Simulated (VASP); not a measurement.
Wanted: the native input for a VASP 6.6.1 run.

```yaml
Task: single point
Functional: optB86b-vdW
Potentials_or_basis: VASP PAW PBE potentials, release 64 (C, H)
Cutoff: 400 eV
k_mesh: 1 × 1 × 1
Occupations: gaussian, width 0.01 eV
Spin: no spin polarisation
Further_INCAR_settings: ALGO = Normal; EDIFF = 1e-06; NBANDS = 17; ISYM = 0
```

The structure of C2H6 lies in POSCAR:

```
H3C                                     
1.0
   13.0840340850      0.0000000000      0.0000000000
    0.0000000000     13.5840340850      0.0000000000
    0.0000000000      0.0000000000     14.0840340850
  C               H             
     2     6
Selective dynamics
Direct
     0.5570134924999977    0.5127778825000036    0.5059189571000005   F   F   F
     0.4426308669913304    0.4945297837347574    0.4940493742662621   T   T   T
     0.5739209312434180    0.5510391182086894    0.5729630531916302   T   T   T
     0.6004582580339786    0.4434257698885968    0.5062483197544960   T   T   T
     0.5876875535384635    0.5583983893089022    0.4479938677832370   T   T   T
     0.4121626382587333    0.4488865039124454    0.5520661094625117   T   T   T
     0.4259463346976721    0.4562611605525146    0.4269380359640160   T   T   T
     0.3993767820835074    0.5640020758475355    0.4937415854468255   T   T   T
```

These files were run (other wordings do the same):

INCAR

```
PREC = Accurate
ENCUT = 400
EDIFF = 1E-6
ISMEAR = 0
SIGMA = 0.01
LREAL = False
LASPH = True
NELM = 80
ALGO = Normal
ISIF = 2
LWAVE = False
LCHARG = False
GGA = MK
LUSE_VDW = True
AGGAC = 0.0
PARAM1 = 0.1234
PARAM2 = 1.0
NBANDS = 17
ISYM = 0
```

KPOINTS

```
Automatic mesh
0
Gamma
  1 1 1
```

Potentials or basis: VASP PAW PBE potentials, release 64 (C, H).

The run is started by

```bash
$ cat potpaw_PBE.64/C/POTCAR potpaw_PBE.64/H/POTCAR > POTCAR
$ mpirun -np 4 vasp_gam > vasp.out
```

Results of the run:

```yaml
Largest_force: 0.058 eV/Å
Gap_between_the_frontier_levels: 7.34 eV
```

Caveat: the PAW data sets were made with another functional, which shifts forces and pressure a little.

Wall time 4.8 min on 4 MPI ranks on AMD EPYC 9R14 (Zen 4) (shared host), peak memory 1.3 GiB a rank.
